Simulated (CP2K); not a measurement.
**Sn: equation of state with PBE**

Sn:

```xyz
2
Lattice="4.4550 0.0000 0.0000 -3.3067 2.9854 0.0000 -0.5741 -1.4927 4.1580" Properties=species:S:1:pos:R:3 pbc="T T T"
Sn    0.0000    0.0000    0.0000
Sn    2.2275    0.0000    2.0790
```

```
Program             : CP2K 2026.2
Task                : equation of state
Functional          : PBE
Potentials or basis : POTENTIAL_UZH Sn GTH-PBE-q14; TZVP-MOLOPT-PBE-GTH basis
Density cutoff      : 8163 eV
k mesh              : 9 × 9 × 9
Occupations         : fermi-dirac, width 0.05 eV
Spin                : no spin polarisation
```

| Quantity | Value |
| --- | --- |
| Equilibrium volume | 28.42 Å³/atom |
| Bulk modulus at fixed shape and positions | 47 GPa |
| Pressure derivative of the bulk modulus | 4.8 |

Energy against volume, from the lowest point:
| volume (Å³/atom) | energy (meV/atom) |
| --- | --- |
| 25.991 | 36.03 |
| 26.544 | 20.52 |
| 27.097 | 9.66 |
| 27.650 | 2.97 |
| 28.203 | 0.00 |
| 28.756 | 0.35 |
| 29.309 | 3.67 |

All runs of the series together: 9.7 min on 1 thread of Arm Neoverse V2, on a shared host.

Caveat: the cell was scaled at fixed shape and fractional positions, which overstates the stiffness of a crystal with free parameters, most of all of layers and chains; the basis of atomic orbitals isn't converged, which shifts pressures, moduli and gaps.
